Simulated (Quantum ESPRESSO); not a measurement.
Runs of Quantum ESPRESSO 7.5 on C. Symmetry: Fd-3m, No. 227, cubic system. Conventional cell: a = 3.567 Å, b = 3.567 Å, c = 3.567 Å, α = 90.00°, β = 90.00°, γ = 90.00°. C (site symmetry -43m) is surrounded by 4 C at 1.54 Å. This isn't the form of C at room conditions, which is graphite.

```tsv
potentials or basis	cutoff (eV)	form of the LDA correlation	gap on the mesh (eV)	pressure (GPa)
PseudoDojo 0.4.1 SR LDA stringent	1116	PW92	4.21	-0.1
GBRV 1.5 LDA	612	PZ81	(a)	0.0
PseudoDojo 0.4.1 SR LDA standard	1116	PW92	4.21	-0.1
JTH 2.0 LDA	612	PW92	4.18	0.1
```

Alike in all rows: task relaxation of cell and atoms; level LDA; no spin polarisation; cell relaxed to 0.3 kbar; k mesh 13 × 13 × 13; smearing fermi-dirac 0.05 eV.

Task: Estimate the missing entries.

Result: (a) 4.19.

Caveats: an odd mesh through Γ misses points on the zone boundary, where band edges often lie; the cutoff is low for these files, which shifts pressure and relaxed volume (some runs).

Runs at the PBE level aren't shown here.
